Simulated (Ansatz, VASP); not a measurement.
## Mn in VASP and in Ansatz

```
Mn
1.0
     2.45485    0.00000    0.00000
    -1.22742    2.12596    0.00000
     0.00000    0.00000    3.99247
Mn
2
Cartesian
  1.2274 0.7087 2.9944
  0.0000 1.4173 0.9981
```

Alike in both runs: functional r2SCAN; k mesh 9 × 9 × 4; occupations gaussian, width 0.1 eV; collinear spin.

Ansatz relaxed the structure, and its values are those at the end. VASP's run is a single point on that final structure, the one shown.

|  | VASP | Ansatz |
| --- | --- | --- |
| version | VASP 6.6.1 | Ansatz 0.2.0 |
| potentials or method | VASP PAW PBE potentials, release 64 (Mn_pv) | scalar-relativistic, plane waves, PAW |
| plane-wave cutoff (eV) | 520 | 500 |
| valence electrons in the cell | 26 | 30 |

|  | VASP | Ansatz | Ansatz less VASP |
| --- | --- | --- | --- |
| gap on the k mesh at the Fermi level (eV) | none | none | - |
| pressure (GPa) | 0.3 | 0.2 | -0.13 |
| net moment per atom (μB) | 0.00 | 0.14 | +0.142 |
| size of the moment on the site where the two differ most (μB) | 0.00 | 0.14 | +0.139 |

The net moments differ so much that the two runs ended in different magnetic states, which moves the other rows too. Site moments also hang on the region over which each program counts them. A gap of «none» marks a metal or a gap that the smearing closes. The two sets of potentials don't hold the same shells in valence.

Caveats: the k mesh is coarse (spacing up to 0.39 Å⁻¹), so the values aren't converged; the PAW data sets were made with another functional, which shifts forces and pressure a little (VASP).
